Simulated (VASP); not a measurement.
# ZrB2: density of states with PBE

Crystal: ZrB2.

```xyz
3
Lattice="3.1748 0.0000 0.0000 -1.5874 2.7495 0.0000 0.0000 0.0000 3.5461" Properties=species:S:1:pos:R:3 pbc="T T T"
Zr    0.0000    0.0000    0.0000
B     0.0000    1.8330    1.7731
B     1.5874    0.9165    1.7731
```

* Program: VASP 6.6.1
* Task: density of states
* Functional: PBE
* Potentials or basis: VASP PAW PBE potentials, release 64 (Zr_sv, B)
* Cutoff: 520 eV
* k mesh: 15 × 15 × 12
* Occupations: gaussian, width 1 eV
* Spin: no spin polarisation
* k mesh for the DOS: 23 × 23 × 18
* Occupations for the DOS: tetrahedron
* Further INCAR settings: ALGO = Normal; EDIFF = 1e-07

```json
{
  "Valence electrons inside the program's atomic spheres": "Zr 9.96; B 1.90"
}
```

Levels at points of the mesh, in eV from the Fermi level:
| k point | band 7 | band 8 | band 9 | band 10 | band 11 | band 12 |
| --- | --- | --- | --- | --- | --- | --- |
| (0.00, 0.00, 0.00) | -2.69 | -2.66 | -2.46 | 3.29 | 3.29 | 4.04 |
| (0.00, 0.00, 0.50) | -1.04 | -1.04 | 0.26 | 0.26 | 0.69 | 0.69 |

States per cell in windows of 1 eV (zero at the Fermi level; states under -8 eV left out):
```
from (eV)  total  Zr1_d  B2_p  B3_p  B2_s  B3_s  Zr1_p
     -8.0   0.65   0.05  0.07  0.07  0.09  0.09   0.02
     -7.0   0.56   0.05  0.08  0.08  0.05  0.05   0.01
     -6.0   0.80   0.08  0.14  0.14  0.03  0.03   0.02
     -5.0   1.26   0.17  0.24  0.24  0.02  0.02   0.03
     -4.0   2.02   0.39  0.34  0.34  0.01  0.01   0.07
     -3.0   1.51   0.42  0.20  0.20  0.00  0.00   0.05
     -2.0   0.76   0.33  0.06  0.06  0.00  0.00   0.01
     -1.0   0.25   0.13  0.02  0.02  0.00  0.00   0.00
      0.0   0.54   0.27  0.04  0.04  0.00  0.00   0.00
      1.0   1.16   0.57  0.09  0.09  0.01  0.01   0.01
      2.0   1.28   0.74  0.07  0.07  0.01  0.01   0.01
      3.0   1.60   0.97  0.09  0.09  0.02  0.02   0.01
      4.0   1.88   1.19  0.09  0.09  0.04  0.04   0.01
      5.0   1.07   0.62  0.07  0.07  0.02  0.02   0.01
      6.0   0.42   0.21  0.04  0.04  0.01  0.01   0.00
      7.0   0.05   0.02  0.01  0.01  0.00  0.00   0.00
```

Run time: 2 min on 1 thread of AMD EPYC 9R14 (Zen 4), with other jobs on the host, peak memory 0.32 GiB.
